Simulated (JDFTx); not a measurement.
# InP (F-43m) in JDFTx: notebook, part 2 of 2

JDFTx 1.7.0 (patched build). Earlier steps stand in the parts before.

### 4 Single point, RPBE

Contents of InP.in:

```
lattice \
    0.0000000000     2.9305000000     2.9305000000 \
    2.9305000000     0.0000000000     2.9305000000 \
    2.9305000000     2.9305000000     0.0000000000
latt-scale 1.889726124626 1.889726124626 1.889726124626
coords-type Lattice
ion In     0.0000000000     0.0000000000     0.0000000000 1
ion P      0.7500000000     0.7500000000     0.7500000000 1

ion-species pseudo/In.upf
ion-species pseudo/P.upf
elec-cutoff 35 280
elec-ex-corr gga-x-rpbe gga-c-pbe
kpoint-folding 8 8 8
elec-smearing Gauss 0.00091873305
elec-n-bands 15
electronic-SCF nIterations 100 energyDiffThreshold 1e-09
electronic-minimize nIterations 30 energyDiffThreshold 1e-7
converge-empty-states yes
forces-output-coords Cartesian

dump-name run.$VAR
dump End Ecomponents EigStats BandEigs Kpoints Forces Stress
```

Potentials or basis: PseudoDojo-SR-PBE-0.5-standard with smoothed tails.

The run is started by

```
> jdftx -c 1 -i InP.in -o InP.out
```

The program printed:

```text
*************** JDFTx 1.7.0 (patched build) ***************

Input parsed successfully to the following command list (including defaults):
[... the input with its defaults ...]

---------- Setting up symmetries ----------

Found 48 point-group symmetries of the bravais lattice
Found 24 space-group symmetries with basis
Applied RMS atom displacement 0 bohrs to make symmetries exact.

---------- Initializing the Grid ----------
R =
[            0      5.53784      5.53784  ]
[      5.53784            0      5.53784  ]
[      5.53784      5.53784            0  ]
unit cell volume = 339.666
G =
[  -0.567295   0.567295   0.567295  ]
[   0.567295  -0.567295   0.567295  ]
[   0.567295   0.567295  -0.567295  ]
Minimum fftbox size, Smin = [  60  60  60  ]
Chosen fftbox size, S = [  60  60  60  ]

---------- Initializing tighter grid for wavefunction operations ----------
R =
[            0      5.53784      5.53784  ]
[      5.53784            0      5.53784  ]
[      5.53784      5.53784            0  ]
unit cell volume = 339.666
G =
[  -0.567295   0.567295   0.567295  ]
[   0.567295  -0.567295   0.567295  ]
[   0.567295   0.567295  -0.567295  ]
Minimum fftbox size, Smin = [  44  44  44  ]
Chosen fftbox size, S = [  48  48  48  ]

---------- Exchange Correlation functional ----------
Initialized LibXC exchange functional 'Hammer, Hansen, and Norskov'
Initialized LibXC correlation functional 'Perdew, Burke & Ernzerhof'

---------- Setting up pseudopotentials ----------
Width of ionic core gaussian charges (only for fluid interactions / plotting) set to 0

Reading pseudopotential file 'pseudo/In.upf':
  'In' pseudopotential, 'PBE' functional
  Generated using ONCVPSP code by D. R. Hamann
  13 valence electrons, 3 orbitals, 6 projectors, 1001 radial grid points, with lMax = 2
    4D    l: 2   occupation: 10.0   eigenvalue: -0.684392
    5S    l: 0   occupation:  2.0   eigenvalue: -0.301765
    5P    l: 1   occupation:  1.0   eigenvalue: -0.092561
  Core radius for overlap checks: 2.17 bohrs.

Reading pseudopotential file 'pseudo/P.upf':
  'P' pseudopotential, 'PBE' functional
  Generated using ONCVPSP code by D. R. Hamann
  5 valence electrons, 2 orbitals, 6 projectors, 1001 radial grid points, with lMax = 2
    3S    l: 0   occupation:  2.0   eigenvalue: -0.513364
    3P    l: 1   occupation:  3.0   eigenvalue: -0.202372
  Core radius for overlap checks: 1.66 bohrs.

Initialized 2 species with 2 total atoms.

Folded 1 k-points by 8x8x8 to 512 k-points.

---------- Setting up k-points, bands, fillings ----------
Adding inversion symmetry to k-mesh for non-inversion-symmetric unit cell.
Reduced to 29 k-points under symmetry.
Computing the number of bands and number of electrons
Calculating initial fillings.
nElectrons:  18.000000   nBands: 15   nStates: 29

----- Setting up reduced wavefunction bases (one per k-point) -----
average nbasis = 3359.189 , ideal nbasis = 3359.293

---------- Setting up ewald sum ----------
Optimum gaussian width for ewald sums = 2.515192 bohr.
Real space sum over 1331 unit cells with max indices [  5  5  5  ]
Reciprocal space sum over 2197 terms with max indices [  6  6  6  ]

---------- Allocating electronic variables ----------
Initializing wave functions:  linear combination of atomic orbitals
Note: number of bands (15) exceeds available atomic orbitals (13)
In pseudo-atom occupations:   s ( 2 )  p ( 1 )  d ( 10 )
P pseudo-atom occupations:   s ( 2 )  p ( 3 )
	FillingsUpdate:  mu: +0.308807292  nElectrons: 18.000000
LCAOMinimize: Iter:   0  F: -63.2199669207039392  |grad|_K:  3.272e-03  alpha:  1.000e+00
	FillingsUpdate:  mu: +0.294758162  nElectrons: 18.000000
LCAOMinimize: Iter:   1  F: -63.2376257720330344  |grad|_K:  7.802e-05  alpha:  4.856e-01  linmin: -3.339e-01  cgtest:  8.209e-01
LCAOMinimize: Encountered beta<0, resetting CG.
[... 5 lines of inner loops ...]
LCAOMinimize: Iter:   4  F: -63.2376386040827825  |grad|_K:  8.163e-08  alpha:  9.423e-01  linmin:  7.267e-04  cgtest: -3.999e-02
	FillingsUpdate:  mu: +0.294700292  nElectrons: 18.000000
LCAOMinimize: Iter:   5  F: -63.2376386040945988  |grad|_K:  1.835e-08  alpha:  5.645e-01  linmin:  1.025e-01  cgtest: -1.953e-01
LCAOMinimize: Converged (|Delta F|<1.000000e-06 for 2 iters).

-------- Electronic minimization -----------
Will mix electronic density at each iteration.
	FillingsUpdate:  mu: +0.294700292  nElectrons: 18.000000
	FillingsUpdate:  mu: +0.281353155  nElectrons: 18.000000
SCF: Cycle:  0   F: -63.275365521413832   dF: -3.773e-02   |Residual|: 4.313e-02   |deigs|: 1.510e-01
	FillingsUpdate:  mu: +0.282198006  nElectrons: 18.000000
SCF: Cycle:  1   F: -63.276258872752521   dF: -8.934e-04   |Residual|: 2.513e-02   |deigs|: 1.020e-02
	FillingsUpdate:  mu: +0.284968588  nElectrons: 18.000000
SCF: Cycle:  2   F: -63.276392183004319   dF: -1.333e-04   |Residual|: 3.673e-03   |deigs|: 5.092e-03
	FillingsUpdate:  mu: +0.285602777  nElectrons: 18.000000
SCF: Cycle:  3   F: -63.276413678076032   dF: -2.150e-05   |Residual|: 1.983e-03   |deigs|: 1.203e-03
	FillingsUpdate:  mu: +0.286451723  nElectrons: 18.000000
SCF: Cycle:  4   F: -63.276420882540485   dF: -7.204e-06   |Residual|: 8.875e-04   |deigs|: 7.992e-04
	FillingsUpdate:  mu: +0.286553618  nElectrons: 18.000000
SCF: Cycle:  5   F: -63.276422499000354   dF: -1.616e-06   |Residual|: 2.034e-04   |deigs|: 4.287e-04
	FillingsUpdate:  mu: +0.286617556  nElectrons: 18.000000
SCF: Cycle:  6   F: -63.276423188516965   dF: -6.895e-07   |Residual|: 8.229e-05   |deigs|: 5.198e-04
	FillingsUpdate:  mu: +0.286630416  nElectrons: 18.000000
SCF: Cycle:  7   F: -63.276423573058267   dF: -3.845e-07   |Residual|: 1.935e-05   |deigs|: 6.199e-04
	FillingsUpdate:  mu: +0.286633655  nElectrons: 18.000000
SCF: Cycle:  8   F: -63.276423778875767   dF: -2.058e-07   |Residual|: 1.596e-05   |deigs|: 5.927e-04
	FillingsUpdate:  mu: +0.286634719  nElectrons: 18.000000
SCF: Cycle:  9   F: -63.276423837369791   dF: -5.849e-08   |Residual|: 6.075e-06   |deigs|: 4.636e-04
	FillingsUpdate:  mu: +0.286634252  nElectrons: 18.000000
SCF: Cycle: 10   F: -63.276423879726977   dF: -4.236e-08   |Residual|: 3.023e-06   |deigs|: 8.653e-04
	FillingsUpdate:  mu: +0.286634627  nElectrons: 18.000000
SCF: Cycle: 11   F: -63.276423892720281   dF: -1.299e-08   |Residual|: 2.208e-06   |deigs|: 2.841e-04
	FillingsUpdate:  mu: +0.286634778  nElectrons: 18.000000
SCF: Cycle: 12   F: -63.276423901121667   dF: -8.401e-09   |Residual|: 1.160e-06   |deigs|: 1.855e-04
	FillingsUpdate:  mu: +0.286634966  nElectrons: 18.000000
SCF: Cycle: 13   F: -63.276423903522506   dF: -2.401e-09   |Residual|: 1.140e-06   |deigs|: 8.452e-05
	FillingsUpdate:  mu: +0.286635222  nElectrons: 18.000000
SCF: Cycle: 14   F: -63.276423905012756   dF: -1.490e-09   |Residual|: 4.423e-07   |deigs|: 9.841e-05
	FillingsUpdate:  mu: +0.286635185  nElectrons: 18.000000
SCF: Cycle: 15   F: -63.276423905527615   dF: -5.149e-10   |Residual|: 3.015e-07   |deigs|: 3.366e-05
	FillingsUpdate:  mu: +0.286635185  nElectrons: 18.000000
SCF: Cycle: 16   F: -63.276423905795824   dF: -2.682e-10   |Residual|: 2.636e-07   |deigs|: 5.489e-05
SCF: Converged (|Delta E|<1.000000e-09 for 2 iters).

Setting wave functions to eigenvectors of Hamiltonian
Converging empty states (this may take a while):
EmptyStates: None of the convergence criteria satisfied.
|deigs|: 9.478e-04

# Stress tensor in Cartesian coordinates [Eh/a0^3]:
[ -0.000170172            0            0  ]
[            0 -0.000170172            0  ]
[            0            0 -0.000170172  ]

# Ionic positions in lattice coordinates:
ion In   0.000000000000000   0.000000000000000   0.000000000000000 1
ion P   0.750000000000000   0.750000000000000   0.750000000000000 1

# Forces in Cartesian coordinates:
force In   0.000000000000000   0.000000000000000  -0.000000000000000 1
force P  -0.000000000000000  -0.000000000000000  -0.000000000000000 1

# Energy components:
   Eewald =      -44.8602020981742839
       EH =       18.4571638066484844
     Eloc =      -55.5237105596393974
      Enl =      -13.8685608909381592
      Exc =      -22.1849431042399914
 Exc_core =       10.1676758775561069
       KE =       44.5361530629914171
-------------------------------------
     Etot =      -63.2764239057958235
       TS =        0.0000000000000000
-------------------------------------
        F =      -63.2764239057958235

IonicMinimize: Iter:   0  F: -63.276423905795824  |grad|_K:  8.022e-36
IonicMinimize: Converged (|grad|_K<1.000000e-04).

#--- Lowdin population analysis ---
# oxidation-state In +0.361
# oxidation-state P -0.324

Dumping 'run.eigStats' ...
	eMin: -0.264838 at state 20 ( [ +0.000000 +0.500000 +0.500000 ] spin 0 )
	HOMO: +0.265082 at state 0 ( [ +0.000000 +0.000000 +0.000000 ] spin 0 )
	mu  : +0.286635
	LUMO: +0.295865 at state 0 ( [ +0.000000 +0.000000 +0.000000 ] spin 0 )
	eMax: +0.684770 at state 24 ( [ +0.125000 +0.375000 +0.500000 ] spin 0 )
	HOMO-LUMO gap: +0.030783
	Optical gap  : +0.030783 at state 0 ( [ +0.000000 +0.000000 +0.000000 ] spin 0 )
WARNING: the last solve of the electrons (or of bands or displaced states from it) ended unconverged.
Done!
[note: mu as printed may lie anywhere between the filled and the empty levels]
```

It took 2.5 min on 1 thread of Arm Neoverse V1, shared host; peak memory 0.13 GiB.

What came out:

* Free energy: -1721.8392 eV
* Pressure: 5.0 GPa
* Band gap on the k mesh: 0.84 eV, direct
* Loewdin charges: In +0.36; P -0.32 e

Caveat: the empty levels aren't tightly converged; the potentials were made for another functional, which shifts forces and pressure; spin-orbit coupling is left out, which moves the levels of the heavy elements.

### 5 Summary

| level | potentials or basis | smearing | gap on the mesh (eV) | pressure (GPa) |
| --- | --- | --- | --- | --- |
| PBE | PseudoDojo-SR-PBE-0.5-standard with smoothed tails | gaussian 0.011 eV | 0.71 | 3.4 |
| PBEsol | PseudoDojo-SR-PBEsol-0.4.1-standard with smoothed tails | gaussian 0.05 eV | 0.61 | 0.7 |
| RPBE | PseudoDojo-SR-PBE-0.5-standard with smoothed tails | gaussian 0.05 eV | 0.84 | 5.0 |

Alike in all rows: task single point; no spin polarisation; cell as given; k mesh 8 × 8 × 8; cutoff (eV) 952.

Caveats: the empty levels aren't tightly converged; spin-orbit coupling is left out, which moves the levels of the heavy elements; the potentials were made for another functional, which shifts forces and pressure (some runs).

Absolute energies hang on the potentials; compare differences alone.

### 6 Against experiment

Step 2. Measured gap of InP: 1.4236 eV (direct; 1.6 K; a printed reference work, data compilation). This calculation gives 0.71 eV (-0.71 eV). Spin-orbit coupling on In is left out. The value is that of PBE, without temperature or zero-point motion. Semilocal functionals fall short of measured gaps as a rule.

Step 3. Measured gap of InP: 1.4236 eV (direct; 1.6 K; a printed reference work, data compilation). This calculation gives 0.61 eV (-0.81 eV). Spin-orbit coupling on In is left out. The value is that of PBEsol, without temperature or zero-point motion. Semilocal functionals fall short of measured gaps as a rule.

Step 4. A measured gap of InP is 1.4236 eV (direct; 1.6 K; a printed reference work, data compilation); the calculated 0.84 eV misses it by -0.59 eV. Spin-orbit coupling on In is left out. The value is that of RPBE, without temperature or zero-point motion. Semilocal functionals fall short of measured gaps as a rule.
